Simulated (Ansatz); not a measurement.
TiPbO3 single point

The input, for Ansatz 0.2.0 (plane waves, PAW):

```yaml
crystal:
  lattice:
    - [3.9886871, 0.0, 0.0]
    - [0.0, 3.9886871, 0.0]
    - [0.0, 0.0, 4.12495888]
  atoms:
    - { symbol: Pb, position: [0.0, 0.0, 0.0] }
    - { symbol: Ti, position: [0.5, 0.5, 0.5284] }
    - { symbol: O, position: [0.5, 0.5, 0.084] }
    - { symbol: O, position: [0.5, 0.0, 0.582] }
    - { symbol: O, position: [0.0, 0.5, 0.582] }
  symmetry: { tolerance: 0.0003 }
kpoints:
  mp_grid: { grid: [7, 7, 6], shift: [0, 0, 0] }
  band_path:
    path:
      - [0.0, 0.0, 0.0]
      - [0.0, 0.5, 0.0]
      - [0.5, 0.5, 0.0]
      - [0.0, 0.0, 0.0]
      - [0.0, 0.0, 0.5]
      - [0.0, 0.5, 0.5]
      - [0.5, 0.5, 0.5]
      - [0.0, 0.0, 0.5]
    npoints: 7
magnetization:
  spin_polarized: false
scf:
  occupations: { method: gaussian, width: 0.2479 }
  lower_state_search: "off"
  max_iter: 200
hamiltonian:
  pseudopotentials: { kind: paw }
  xc: r2scan
basis:
  ecutwfc: 500
  fft_grid_basis: typed
output:
  forces: true
  stress: true
  eigenvalues: true
  bader: true
  populations: true
  elf: true
  write_potential: true
  volumetric_format: npy
  dos:
    e_range: [-12, 8]
    de: 0.05
    projected: { site_lists: { O: [O], Pb: [Pb], Ti: [Ti] } }
checkpoint:
  read: saved_state
```

The saved state is an earlier solution for the same cell, perhaps on another mesh. 

Excerpt of what it printed:

```
Pseudopotentials: kind: paw
Pseudopotential: Pb, paw, valence charge 14, recommended cutoff 500 eV (meta_gga), Pb.paw.azcp
Pseudopotential: Ti, paw, valence charge 12, recommended cutoff 500 eV (meta_gga), Ti.paw.azcp
Pseudopotential: O, paw, valence charge 6, recommended cutoff 500 eV (meta_gga), O.paw.azcp
Functional definition: r2SCAN
  exchange = r2scan_x(k0 = k0, k1 = k1, a1 = a1)
  correlation = r2scan_c
Crystal: 5 atoms, lattice volume = 65.627 Å³
Basis set: ecut = 500 eV, 1663 PW (Γ), exchange–correlation on 120×120×128 points (64 copies of the dense FFT grid, shifted against one another)
Bands: 27, of which v1, the nominal top of the filled ones, is band 22 counted from 1 (21 counted from 0)
Symmetry: 8 space group operations
Space group: P4mm (ITA 99), of the structure as read, at distance tolerance 1.2e-3 Å
k-points: 40 of 294 (time reversal used)
Initial density: read from a saved state, or passed on in memory by an earlier SCF of this step, an earlier step, the calling program or the single point that the run made first
Functional: x = r2scan, c = r2scan; τ floored in thin density (d = 2e-4 eV/Å³)
SCF iter   1: F=-16135.7542 eV  Δρ=9.80e-4  dr2=3.04e-4  dr2_τ=4.61e-3
SCF iter   2: F=-16135.7546 eV  Δρ=5.93e-4  dr2=9.87e-5  dr2_τ=7.39e-5
SCF iter   3: F=-16135.7546 eV  Δρ=3.30e-4  dr2=1.20e-5  dr2_τ=3.09e-5
SCF iter   4: F=-16135.7546 eV  Δρ=8.29e-5  dr2=3.59e-6  dr2_τ=6.20e-7
SCF iter   5: F=-16135.7546 eV  Δρ=3.60e-5  dr2=5.01e-7  dr2_τ=1.21e-7
SCF iter   6: F=-16135.7546 eV  Δρ=1.09e-5  dr2=6.75e-8  dr2_τ=9.47e-9
Free energy (F): -16135.7546 eV
Harris-Foulkes:  -16135.7546 eV  (|F-HF|=1.87e-8)
Internal energy: -16135.7546 eV  (E = F + TS)
E sigma→0 (E₀):  -16135.7546 eV
Fermi energy:    10.3391 eV
--- Per-component energies (eV) ---
  E_band       = -237.0947
  E_kinetic    = 1082.5724
  E_local      = -2713.5833  (includes V_loc(G=0)·N_el)
  E_nonlocal   = 494.5269
  E_hartree    = 1038.8784
  E_xc         = -523.7423
  E_vxc        = -597.5670  (∫ρ·V_xc dr)
  E_paw        = -11962.1987  (= ΣΔE_a)
  E_vpaw       = -620.8376  (= ΣTr[D̂ρ^β])
  E_aug_tail   = 0.0032  (compensation charges beyond the density's cutoff)
  E_vtau       = 40.0301  (kinetic-family band-sum trace: ∫τ·v_τ [+ j·A + Jᵃ·Aᵃ] dr)
  E_ewald      = -3552.8274
  E_core_change = 0.6162  (= ΣΔE_core)
  E_smearing   =  0.0000  (= −TS)
--- Stress (GPa, compression-positive) ---
       -8.7724       0.0000       0.0000
        0.0000      -8.7724       0.0000
        0.0000       0.0000      -8.1670
  P = ⅓ Tr σ = -8.5706 GPa (-85.706 kbar)
--- Löwdin populations: 5 sites ---
  site symbol       q [e]
     0     Pb     12.9692
     1     Ti     10.5989
     2      O      6.7242
     3      O      6.7714
     4      O      6.7714
  spilling = 0.0037 (of n_electrons = 44.0000)
```

Origin: a database entry at a rescaled volume. Caveats: wide smearing.
